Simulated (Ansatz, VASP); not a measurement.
Two plane-wave programs on Cu

```xyz
8
Lattice="3.9735 0.0000 0.0000 -1.9868 3.4412 0.0000 0.0000 0.0000 9.5447" Properties=species:S:1:pos:R:3 pbc="T T T"
Cu    0.0000    0.0000    1.1923
Cu    0.0000    0.0000    5.9646
Cu    0.0000    0.0000    3.5801
Cu    0.0000    0.0000    8.3524
Cu    0.0000    2.2941    0.2616
Cu    1.9868    1.1471    5.0339
Cu    0.0000    2.2941    4.5107
Cu    1.9868    1.1471    9.2830
```

Alike in both runs: functional PBE; k mesh 6 × 6 × 2; occupations gaussian, width 0.1 eV; no spin polarisation.

Ansatz relaxed the structure, and its values are those at the end. VASP's run is a single point on that final structure, the one shown.

```csv
,VASP,Ansatz
version,VASP 6.6.1,Ansatz 0.2.0
potentials or method,"VASP PAW PBE potentials, release 64 (Cu)","scalar-relativistic, plane waves, PAW"
plane-wave cutoff (eV),520,420
valence electrons in the cell,88,152
```

|  | VASP | Ansatz | Ansatz less VASP |
| --- | --- | --- | --- |
| gap on the k mesh at the Fermi level (eV) | none | none | - |
| pressure (GPa) | 0.6 | 0.1 | -0.51 |
| rms of the force components (eV/Å) | 0.005 | 0.003 | -0.0017 |

A gap of «none» marks a metal or a gap that the smearing closes. The two sets of potentials don't hold the same shells in valence.
